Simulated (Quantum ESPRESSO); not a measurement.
**KBr under changes of volume**

One of the cells (35.937 Å³/atom); the others are scaled copies at fixed shape and fractional positions:

```
Br K
1.0
     0.00000    3.30000    3.30000
     3.30000    0.00000    3.30000
     3.30000    3.30000    0.00000
Br K
1 1
Direct
  0.50000 0.50000 0.50000
  0.00000 0.00000 0.00000
```

```yaml
Program: Quantum ESPRESSO 7.5
Functional: LDA
Potentials_or_basis: PseudoDojo 0.4.1 SR LDA standard
Cutoff: 980 eV
Density_cutoff: 3918 eV
k_mesh: 7 × 7 × 7
Occupations: fermi-dirac, width 0.05 eV
Spin: no spin polarisation
```

```csv
volume (Å³/atom),energy over the lowest point (meV/atom),pressure (GPa),gap on the mesh (eV)
33.781,0.00,-0.8,4.20
34.500,4.36,-1.1,4.14
35.218,?,?,?
35.937,16.97,-1.7,4.03
36.656,24.88,-1.9,3.98
37.374,33.69,-2.1,3.93
38.093,43.27,-2.2,3.89
```

**Question.** What does the run at 35.218 Å³/atom give?

**Answer.** Energy over the lowest point 10.08 meV/atom; pressure -1.4 GPa; gap on the mesh 4.08 eV.

Worked out: A Birch-Murnaghan fit of order 3 (a polynomial in V^(-2/3)) to the other rows has no minimum within the range. It gives 10.07 meV/atom at 35.218 Å³/atom, against the run's 10.08, and -dE/dV = -1.4 GPa, against -1.4. A straight line through the other rows of the gap, of slope -2.6 eV per unit of ln V (its deformation potential), gives 4.09 eV, against the run's 4.08.

Energies are extrapolated to zero smearing.

Caveats: an odd mesh through Γ misses points on the zone boundary, where band edges often lie (some runs).

Spin-orbit coupling on Br is left out.
